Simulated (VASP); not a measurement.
Input of a VASP 6.6.1 run:

Contents of INCAR:

```
PREC     = Accurate       # precision mode
ENCUT    = 700            # plane-wave cutoff, eV
EDIFF    = 1E-7           # SCF threshold, eV
ISMEAR   = 0              # smearing method
SIGMA    = 0.02           # smearing width, eV
LREAL    = F              # projectors in reciprocal space
LASPH    = T              # aspherical terms in the spheres
NELM     = 80             # most SCF steps
ALGO     = Normal         # electronic algorithm
ISIF     = 3              # what is computed and relaxed
LWAVE    = F              # write WAVECAR
LCHARG   = F              # write CHGCAR
GGA      = PE             # functional
IBRION   = 2              # ionic algorithm
NSW      = 80             # ionic steps
EDIFFG   = -0.002         # ionic threshold
KPAR     = 4
```

KPOINTS

```
Automatic mesh
0
Gamma
  12 12 6
```

POSCAR

```
SiC                                     
1.0
    3.0907834990     -0.0000000000      0.0000000000
   -1.5453917495      2.6766970257      0.0000000000
    0.0000000000      0.0000000000      5.0724970036
  Si              C             
     2     2
Direct
     0.3333333300000021    0.6666666699999979    0.0045837645064184
     0.6666666699999979    0.3333333300000021    0.5045837645064184
     0.3333333300000021    0.6666666699999979    0.3804162354935796
     0.6666666699999979    0.3333333300000021    0.8804162354935796
```

Potentials or basis: VASP PAW PBE potentials, release 64 (Si, C).

Command:

```console
$ cat potpaw_PBE.64/Si/POTCAR potpaw_PBE.64/C/POTCAR > POTCAR
$ mpirun -np 4 vasp_std > vasp.out
```

(1) Predict the band gap on the k mesh.

## Answers

(1) 2.30 eV, indirect (least direct gap 3.95 eV).

Caveat: the relaxation stopped at its first step, so nothing moved.
